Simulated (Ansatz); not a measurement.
Method: PBEsol, scalar-relativistic; collinear spin; PAW, 420 eV, 10×10×6 k-mesh, Gaussian smearing of 0.05 eV; code Ansatz; PAW files: Ansatz's generated set soft_2.

A crystal of composition XS2, relaxed at this level of theory, gives this pattern between 10° and 80°.

Cu Kα1 powder pattern (kinematic, no thermal factors).
2θ (°) (relative intensity): 18.14 (57), 30.60 (25), 35.80 (100), 36.75 (2), 48.55 (50), 54.39 (27), 56.44 (5), 57.82 (15), 63.70 (3), 65.57 (12), 66.84 (15), 67.45 (2), 75.86 (13), 78.17 (3)

Task: Which lattice and cell does the pattern come from?

Result: Trigonal, space group P-3m1 (No. 164), a = 3.371 Å, b = 3.371 Å, c = 4.887 Å, α = 90.00°, β = 90.00°, γ = 120.00°. The line positions fix the lattice at most, not the space group, and lines under 1 % of the strongest aren't listed; this is the group of the computed cell.

The calculation on XS2, where X is one element, gave:

```json
{
 "Band gap": "zero (metallic)",
 "Density of states at the Fermi level": "1.3 states/(eV·atom)",
 "Magnetic state": "ferromagnetic (the only order tried)",
 "Site spin moments": "X 0.27 μB",
 "Spin moment of the cell": "0.41 μB",
 "Formation energy from the elements (0 K, uncorrected)": "-0.26 eV/atom"
}
```

Sites: X on 1a, S on 2d.

Task: Which element is X?
A. Mo
B. Tc
C. Ru
D. Rh

Result: C. X is Ru, so the compound is RuS2.

The start was a prototype's sites filled with these elements. The Crystallography Open Database lists the compound in space group Pa-3, so this is a trial structure.

The run wasn't fully tested for a lower electronic state. So small a moment in a metal hangs on mesh and smearing, and semilocal functionals can overstate it, so the real crystal may have none. Site moments are of spin, integrated over atomic spheres.
